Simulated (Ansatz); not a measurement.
# Ge (Fd-3m) in Ansatz: a series of runs, part 2 of 2

Ansatz 0.2.0.

## (3) Relaxation of cell and atoms, PBEsol, target pressure 5 GPa, at which the enthalpy is minimised

The input, input.yaml:

```yaml
crystal:
  lattice:
    - [0.0, 2.82891, 2.82891]
    - [2.82891, 0.0, 2.82891]
    - [2.82891, 2.82891, 0.0]
  atoms:
    - { symbol: Ge, position: [0.75, 0.75, 0.75] }
    - { symbol: Ge, position: [0.5, 0.5, 0.5] }
kpoints:
  mp_grid: { grid: [8, 8, 8] }
scf:
  occupations: { method: fermi_dirac, width: 0.05 }
hamiltonian:
  xc: pbesol
  pseudopotentials: { kind: all_electron, lapw: { basis_error: 0.001 } }
output:
  forces: true
  stress: true
relax:
  f_tol: 0.005
  max_steps: 60
  cell: { p_target: 5 }
```

Potentials or basis: all-electron LAPW, scalar-relativistic.

On the command line:

```console
ansatz run input.yaml --threads 1 --pin off --max-ram 3072MiB --backend cpu --events-out ev --progress --plain --runs-dir out
```

What it wrote:

```text
Warning: RAYON_NUM_THREADS=1 ignored (pool sized by the plan → 1); use --threads N
The last accepted step is kept in <dir> (removed where the run ends without a failure and the disk answers)
LAPW: plane waves up to 9.469 Å⁻¹, error target 1.0e-3 eV per atom; small_component_spin mean_spin; Ge in spheres of 1.188 Å, 22 of its electrons in bands, Dirac shells [] (how accurate: hamiltonian.pseudopotentials.lapw.basis_error, Limitations)
Engine: ansatz 0.2.0, aarch64-unknown-linux-gnu
Pseudopotentials: kind: all_electron
Pseudopotential: Ge, LAPW, valence charge 22, lapw/all_electron/scalar/gaussian/Ge, Koelling and Harmon's equation, gaussian nucleus
Functional definition: PBEsol
  exchange = pbesol_x
  correlation = pbesol_c
Crystal: 2 atoms, lattice volume = 45.278 Å³
Basis set: ecut = 341.61675713417344 eV, 645 PW (Γ), exchange–correlation at level 2
Bands: 27, of which v1, the nominal top of the filled ones, is band 22 counted from 1 (21 counted from 0)
Symmetry: 48 space group operations
Space group: Fd-3m (ITA 227), of the structure as read, at distance tolerance 3.6e-5 Å
k-points: 29 of 512
Non-local potential: Ge, projectors of the file, none
Initial density: superposition of atomic densities (chi_scale 0.1, normalization cell)
Initial wavefunctions: plane waves of lowest kinetic energy (no species holds an atomic orbital)
Functional: x = pbesol(κ = 0.804, μ = 0.12345679012345678), c = pbesol(β = 0.046)
iter 1 solved again at ethr=9.32e-4 eV; its pass at ethr=1.00e-1 eV (dr2=4.10e-1 eV) is discarded
SCF iter   1: F=—  HF=-114149.783966 eV  |F-HF|=—  |Δ(HF+E_count)|=         —  Δρ=2.93e-2  dr2=4.13e-1  ethr=9.32e-4  ⟨swp⟩=2.1  Hψ=4834  notcnv=0
preconditioner: auto → none  [insulator: Δε(μ)=0.215 eV  Ē_g=24.226 eV  σ=0.050 eV  W_gap=0.60  n_scr=14 (ndim 8)  ℏωp=29.2 eV  f_vac=0.088  D(μ)=0.07/eV (n_scr^D=0)  ε∞_Penn≈2.5]
SCF iter   2: F=—  HF=-114149.683768 eV  |F-HF|=—  |Δ(HF+E_count)|=   1.00e-1  Δρ=1.28e-2  dr2=7.36e-2  ethr=9.32e-4  ⟨swp⟩=2.0  Hψ=2320  notcnv=0
iter 3 solved again at ethr=8.41e-7 eV; its pass at ethr=1.67e-4 eV (dr2=3.70e-4 eV) is discarded
SCF iter   3: F=—  HF=-114149.670732 eV  |F-HF|=—  |Δ(HF+E_count)|=   1.30e-2  Δρ=1.24e-3  dr2=3.74e-4  ethr=8.41e-7  ⟨swp⟩=2.7  Hψ=3964  notcnv=0
SCF iter   4: F=—  HF=-114149.666681 eV  |F-HF|=—  |Δ(HF+E_count)|=         —  Δρ=4.59e-4  dr2=5.31e-5  ethr=8.41e-7  ⟨swp⟩=3.0  Hψ=2332  notcnv=0
the basis was enlarged: its passes take 62.0 KiB over the memory plan, 1 of 1 planned eigensolver slots
SCF iter   5: F=—  HF=-114149.666698 eV  |F-HF|=—  |Δ(HF+E_count)|=   1.67e-5  Δρ=6.23e-5  dr2=1.11e-6  ethr=1.21e-7  ⟨swp⟩=2.9  Hψ=2233  notcnv=0
SCF iter   6: F=-114149.666699 eV  HF=-114149.666699 eV  |F-HF|=1.79e-8  |Δ(HF+E_count)|=   1.70e-6  Δρ=6.54e-6  dr2=1.35e-8  ethr=2.52e-9  ⟨swp⟩=3.0  Hψ=2294  notcnv=0
SCF 1 converged in 6 iterations: F = -114149.666699 eV  dr2 = 1.35e-8
relax step   1: F+E_penalty+E_count = -114149.66669928 eV  Δ(F+E_penalty+E_count) = +0.000e0 eV  max|allowed force component| = 5.782e-19 eV/Å  Δτ_max = 0.0000 Å  P = +0.646 GPa  Ω = 45.278 Å³  (6 SCF iters, accepted)
Crystal: 2 atoms, lattice volume = 42.987 Å³
Basis set: ecut = 353.64664270574036 eV, 645 PW (Γ), exchange–correlation at level 2
Initial density: handed on by an earlier stage of this run
Initial wavefunctions: those handed on with the density
iter 1 solved again at ethr=1.19e-6 eV; its pass at ethr=1.00e-1 eV (dr2=5.23e-4 eV) is discarded
SCF iter   1: F=—  HF=-114149.630057 eV  |F-HF|=—  |Δ(HF+E_count)|=         —  Δρ=7.85e-4  dr2=5.41e-4  ethr=1.19e-6  ⟨swp⟩=3.6  Hψ=4088  notcnv=0
preconditioner: auto → none  [insulator: Δε(μ)=0.285 eV  Ē_g=24.565 eV  σ=0.050 eV  W_gap=0.89  n_scr=14 (ndim 8)  ℏωp=30.0 eV  f_vac=0.161  D(μ)=0.03/eV (n_scr^D=0)  ε∞_Penn≈2.5]
SCF iter   2: F=—  HF=-114149.630041 eV  |F-HF|=—  |Δ(HF+E_count)|=   1.59e-5  Δρ=3.51e-4  dr2=1.01e-4  ethr=1.19e-6  ⟨swp⟩=2.0  Hψ=2181  notcnv=0
iter 3 solved again at ethr=1.97e-9 eV; its pass at ethr=2.30e-7 eV (dr2=8.68e-7 eV) is discarded
SCF iter   3: F=—  HF=-114149.630066 eV  |F-HF|=—  |Δ(HF+E_count)|=   2.46e-5  Δρ=5.48e-5  dr2=8.70e-7  ethr=1.97e-9  ⟨swp⟩=2.2  Hψ=3880  notcnv=0
SCF iter   4: F=—  HF=-114149.630064 eV  |F-HF|=—  |Δ(HF+E_count)|=   1.91e-6  Δρ=2.78e-5  dr2=2.48e-7  ethr=1.97e-9  ⟨swp⟩=2.9  Hψ=2216  notcnv=0
SCF iter   5: F=-114149.630064 eV  HF=-114149.630064 eV  |F-HF|=6.74e-9  |Δ(HF+E_count)|=   2.84e-7  Δρ=4.02e-6  dr2=4.94e-9  ethr=5.63e-10  ⟨swp⟩=3.0  Hψ=2289  notcnv=0
SCF 2 converged in 5 iterations: F = -114149.630064 eV  dr2 = 4.94e-9
relax step   2: F+E_penalty+E_count = -114149.63006403 eV  Δ(F+E_penalty+E_count) = +3.664e-2 eV  max|allowed force component| = 3.759e-18 eV/Å  Δτ_max = 0.0000 Å  P = +4.719 GPa  Ω = 42.987 Å³  (5 SCF iters, accepted)
Crystal: 2 atoms, lattice volume = 42.838 Å³
Basis set: ecut = 354.4683852795859 eV, 645 PW (Γ), exchange–correlation at level 2
iter 1 solved again at ethr=5.04e-9 eV; its pass at ethr=1.00e-1 eV (dr2=2.22e-6 eV) is discarded
SCF iter   1: F=—  HF=-114149.625517 eV  |F-HF|=—  |Δ(HF+E_count)|=         —  Δρ=5.21e-5  dr2=2.38e-6  ethr=5.04e-9  ⟨swp⟩=4.5  Hψ=4259  notcnv=0
preconditioner: auto → none  [insulator: Δε(μ)=0.294 eV  Ē_g=24.581 eV  σ=0.050 eV  W_gap=0.90  n_scr=14 (ndim 8)  ℏωp=30.0 eV  f_vac=0.167  D(μ)=0.03/eV (n_scr^D=0)  ε∞_Penn≈2.5]
SCF iter   2: F=—  HF=-114149.625517 eV  |F-HF|=—  |Δ(HF+E_count)|=   1.42e-7  Δρ=2.44e-5  dr2=4.70e-7  ethr=5.04e-9  ⟨swp⟩=2.0  Hψ=2183  notcnv=0
iter 3 solved again at ethr=8.58e-12 eV; its pass at ethr=1.07e-9 eV (dr2=3.78e-9 eV) is discarded
SCF iter   3: F=-114149.625518 eV  HF=-114149.625518 eV  |F-HF|=2.15e-8  |Δ(HF+E_count)|=   1.70e-7  Δρ=3.62e-6  dr2=3.78e-9  ethr=8.58e-12  ⟨swp⟩=2.1  Hψ=3894  notcnv=0
SCF 3 converged in 3 iterations: F = -114149.625518 eV  dr2 = 3.78e-9
relax step   3: F+E_penalty+E_count = -114149.62551755 eV  Δ(F+E_penalty+E_count) = +4.546e-3 eV  max|allowed force component| = 3.759e-18 eV/Å  Δτ_max = 0.0000 Å  P = +5.034 GPa  Ω = 42.838 Å³  (3 SCF iters, accepted)
iter 1 solved again at ethr=8.59e-12 eV; its pass at ethr=1.00e-1 eV (dr2=3.78e-9 eV) is discarded
SCF iter   1: F=—  HF=-114149.625518 eV  |F-HF|=—  |Δ(HF+E_count)|=         —  Δρ=3.62e-6  dr2=3.78e-9  ethr=8.59e-12  ⟨swp⟩=4.6  Hψ=3732  notcnv=0
SCF iter   2: F=-114149.625518 eV  HF=-114149.625518 eV  |F-HF|=6.69e-10  |Δ(HF+E_count)|=   3.64e-9  Δρ=1.72e-6  dr2=1.32e-9  ethr=8.59e-12  ⟨swp⟩=3.0  Hψ=2263  notcnv=0
SCF 4 converged in 2 iterations: F = -114149.625518 eV  dr2 = 1.32e-9
relax step   4: F+E_penalty+E_count = -114149.62551810 eV  Δ(F+E_penalty+E_count) = -5.541e-7 eV  max|allowed force component| = 2.313e-18 eV/Å  Δτ_max = 0.0000 Å  P = +5.034 GPa  Ω = 42.838 Å³  stress off target by 3.37e-2 GPa  SCF on the basis re-selected at this cell (its energy is not comparable with the rows above)  (2 SCF iters)
basis re-selected at this cell: Δ(F+E_penalty+E_count) = -5.541e-7 eV, ΔP = -0.000 GPa vs the last step (what re-selecting the basis moved, after the strain that the cell walked since its last selection, with what the two solves' SCF thresholds leave and, on support functions, any second-order correction that the steps lacked; it is no measure of the basis error at this ecutwfc). This SCF's stress stands 3.37e-2 GPa from its target on what of the cell is left free (relax.cell.stress_tol is 5.00e-2 GPa) and its largest allowed force component is 2.31e-18 eV/Å (relax.f_tol is 5.00e-3 eV/Å): within both
SCF converged after 2 iterations
Free energy (F): -114149.625518 eV
Harris-Foulkes:  -114149.625518 eV  (|F-HF|=6.69e-10)
Internal energy: -114149.625187 eV  (E = F + TS)
E sigma→0 (E₀):  -114149.625352 eV
Entropy (-TS):   -0.000331 eV (-0.166 meV/atom)
Fermi energy:    10.825706 eV
--- Per-component energies (eV) ---
  E_band       = -2054.314895
  E_kinetic    = 116535.216926
  E_xc         = -4257.122839
  E_electrostatic = -226427.719274  (all electrons and nuclei)
  E_smearing   = -0.000331  (= −TS)
  E_closure    = 0.000000  (closes the sum)
  E_atoms      = -114139.838039  (free atoms, spherical and without spin; not in F)
  Σ components = -114149.625518   (vs F -114149.625518, Δ=0.00e0)
  Basis errors (estimates in eV, not in F): energy 4.7e-4 per atom: plane waves 4.3e-4 (2.5e-4 summed), levels above the bands 9.9e-57, relativity 1.2e-8, radial functions 4.3e-5, core shells 7.4e-11; eigenvalues (radial functions only) 2.8e-7; not estimated: angular momenta, meshes, grids; target (lapw.basis_error) 1.0e-3; muffin-tin radii Ge 1.166 Å
--- Forces (eV/Å), atoms counted from 1 ---
  atom   1  Ge    -0.00000000    -0.00000000     0.00000000
  atom   2  Ge    -0.00000000     0.00000000    -0.00000000
  max |Σ_I F_I| component: 1.45e-18 eV/Å
--- Stress (GPa, compression-positive) ---
        5.033722       0.000000      -0.000000
        0.000000       5.033722       0.000000
       -0.000000       0.000000       5.033722
  P = ⅓ Tr σ = 5.0337 GPa (50.337 kbar)
--- Relaxed structure (3 steps of the walk, 3 accepted, 1 SCFs on fresh bases) ---
  F+E_penalty+E_count = -114149.62551810 eV   max|allowed force component| = 2.313e-18 eV/Å   (the final SCF, on the basis selected at the relaxed cell)
  cell:  # Å, volume = 42.8381 Å³
    - [-3.2482996709709386e-34, 2.777153981935197, 2.777153981935197]
    - [2.777153981935197, 1.0509204817847155e-33, 2.777153981935197]
    - [2.777153981935197, 2.777153981935197, -1.681472770855545e-33]
  atoms:
    - { symbol: Ge, position: [0.7499999999999999, 0.7499999999999999, 0.7499999999999999] }
    - { symbol: Ge, position: [0.5, 0.5, 0.5] }
```

Run time: 21 s. Hardware: 1 thread of Arm Neoverse V1, shared host; peak memory 0.3 GiB.

Results:

```
Free energy                                            : -114149.6255 eV
Relaxed volume                                         : 21.42 Å³/atom
Relaxed cell                                           : a = 3.927 Å, b = 3.927 Å, c = 3.927 Å, α = 60.00°, β = 60.00°, γ = 60.00°
Space group after relaxing (to 0.05 Å)                 : Fd-3m (No. 227)
Energy change on relaxing (the enthalpy is what falls) : +20.6 meV/atom
Ionic steps                                            : 4
Pressure after relaxing                                : 5.0 GPa
```

Step by step:
| step | energy change (eV) | largest force (eV/Å) | volume (Å³) |
| --- | --- | --- | --- |
| 1 | 0.0000 | 0.0000 | 45.28 |
| 2 | 0.0366 | 0.0000 | 42.99 |
| 3 | 0.0412 | 0.0000 | 42.84 |
| 4 | 0.0412 | 0.0000 | 42.84 |

Final structure:
```yaml
crystal:
  lattice:
    - [0.00000, 2.77715, 2.77715]
    - [2.77715, 0.00000, 2.77715]
    - [2.77715, 2.77715, 0.00000]
  atoms:
    - { symbol: Ge, position: [0.75000, 0.75000, 0.75000] }
    - { symbol: Ge, position: [0.50000, 0.50000, 0.50000] }
```

## (4) Against experiment

Step 2. The cell as given is a measured one (22.64 Å³/atom); PBEsol puts the equilibrium volume +1.0 % from it, thermal expansion not counted.
